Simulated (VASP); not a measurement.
Input of a VASP 6.6.1 run:

File INCAR:

```
SYSTEM = P
PREC = Accurate
ENCUT = 520
EDIFF = 1E-6
ISMEAR = 0
SIGMA = 0.05
LREAL = .False.
LASPH = .True.
NELM = 100
ALGO = Fast
ISIF = 2
LWAVE = .False.
LCHARG = .False.
IBRION = 2
NSW = 60
EDIFFG = -0.01
```

KPOINTS

```
Automatic mesh
0
Gamma
  12 12 11
  0 0 0
```

The input POSCAR:

```
P
1.0
    2.6350100000      0.0000000000      0.0000000000
   -1.3175100000      2.2819900000      0.0000000000
    0.0000000000      0.0000000000      2.4492600000
P
1
Direct
    0.0000000000      0.0000000000      0.0000000000
```

Potentials or basis: VASP PAW LDA potentials, release 64 (P).

Run with:

```sh
$ cat potpaw_LDA.64/P/POTCAR > POTCAR
$ mpirun -np 1 vasp_std > vasp.out
```

Question: Predict the band gap on the k mesh.

Answer: None (metal or under the smearing width).

Stress tensor (GPa, compression positive):
```
-7.44  0.00  0.00
 0.00 -7.44  0.00
 0.00  0.00  0.29
```

Caveat: the relaxation stopped at its first step, so nothing moved.
